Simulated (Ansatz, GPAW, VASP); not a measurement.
Sr: 3 runs at one level of theory

```
CELL_PARAMETERS angstrom
-2.43500 2.43500 2.43500
2.43500 -2.43500 2.43500
2.43500 2.43500 -2.43500
ATOMIC_POSITIONS crystal
Sr 0.00000 0.00000 0.00000
```

This isn't the form of Sr at room conditions, which is fcc.

The cell was measured well above room temperature.

Alike in all runs: task single point; functional LDA; k mesh 8 × 8 × 8; occupations gaussian, width 0.1 eV; no spin polarisation; no spin-orbit coupling. LDA stands for any of its common fits. Pressure is positive in compression and, in plane waves, holds the error of the finite cutoff.

```tsv
program and potentials	plane-wave cutoff (eV)	notes	band gap (eV)	pressure (GPa)
Ansatz, all-electron LAPW, scalar-relativistic	-	-	no gap	-1.93
GPAW, the program's PAW data sets (release 1.2.1) made for this functional	600	-	no gap	-1.90
VASP, LDA PAW files Sr_sv, release 54, 520 eV	520	-	no gap	-1.94
```

None finds a gap. The pressure spans -1.94 (VASP, LDA PAW files Sr_sv, release 54, 520 eV) to -1.90 GPa (GPAW, the program's PAW data sets (release 1.2.1) made for this functional), with all-electron results at -1.93.

The functional is the same throughout but for its coding, so the spread measures potentials, basis and numerics; runs on potential files found faulty are left out.
